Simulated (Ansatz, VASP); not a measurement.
# Pb in VASP and in Ansatz

```
Pb
1.0
     0.00000    2.60171    2.60171
     2.60171    0.00000    2.60171
     2.60171    2.60171    0.00000
Pb
2
Direct
  0.87500 0.87500 0.87500
  0.12500 0.12500 0.12500
```

Change from the starting cell: volume scaled by 0.4, crystal datasets.

Alike in both runs: task single point; functional PBE; k mesh 11 × 11 × 11; occupations fermi-dirac, width 0.1 eV; no spin polarisation.

|  | VASP | Ansatz |
| --- | --- | --- |
| version | VASP 6.6.1 | Ansatz 0.2.0 |
| potentials or method | VASP PAW PBE potentials, release 64 (Pb_d), cutoff 520 eV | all-electron PAW with datasets made for the crystal, scalar-relativistic |

VASP gave:

- pressure (GPa): 218.3

**Question.** Estimate Ansatz's values.

**Answer.** Pressure (GPa): 217.6.

Ansatz ran all-electron here, so the differences hold the error of VASP's frozen core and of both bases.

Caveats: the cell as given lies far from equilibrium; so large a pressure means that the cell lies far from this level's equilibrium, or that cutoff or potentials fall short (VASP). The runs have no spin-orbit coupling, so splittings on Pb are missing.
